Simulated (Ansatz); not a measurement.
Planning a run of Ansatz 0.2.0 on SiC (F-43m). The input:

```yaml
crystal:
  lattice:
    - [0.0, 2.179, 2.179]
    - [2.179, 0.0, 2.179]
    - [2.179, 2.179, 0.0]
  atoms:
    - { symbol: Si, position: [0.0, 0.0, 0.0] }
    - { symbol: C, position: [0.25, 0.25, 0.25] }
kpoints:
  mp_grid: { grid: [10, 10, 10] }
hamiltonian:
  xc: pbe
  pseudopotentials: { kind: paw, source: ansatz }
scf:
  occupations: { method: fixed }
gw:
  n_empty_bands: 185
  ecut_chi: 250
  qp_bands: [v2, c2]
  qp_kpoints: band_edges
  screening: { model: contour_deformation }
```

```sh
ansatz run input.yaml --threads 3 --pin off --max-ram 92160MiB --backend cuda --events-out ev --progress --plain --runs-dir out --devices 1 --max-vram 13GiB
```

Question: Estimate wall time and host memory on 1 × NVIDIA H100 80GB HBM3 (shared by 6 runs) with 3 threads of AMD EPYC 7R13 (Zen 3), shared host.

It took 62 s; on shared hardware allow 31 s to 2.1 min. Peak host memory was 1.6 GiB. The sizes that set the cost: 1067 plane waves a state, 47 irreducible k points, 189 bands summed, 169 plane waves in the screening and 7 SCF cycles.

The screening grows as filled bands × empty bands × pairs of k points, times the square of the screening basis for the matrix.

[Paths, hosts, dates, memory and timing lines, banners, echoed tables and standing remarks are left out of the program output.]

[Logs are printed without paths, hosts, clocks, repeated set-up lines and the standing remarks that a program may print on its own settings, such as how far it seeks lower states.]

[Runs of the session that timed out or met a known fault of the program may be left out.]

[Cells called generated may have been cut or substituted from an entry of the Crystallography Open Database or the Materials Project.]

[Hosts, paths, dates, database ids (printed as entryN), source tags and the programs' standing remarks are cut or masked in the printed files.]
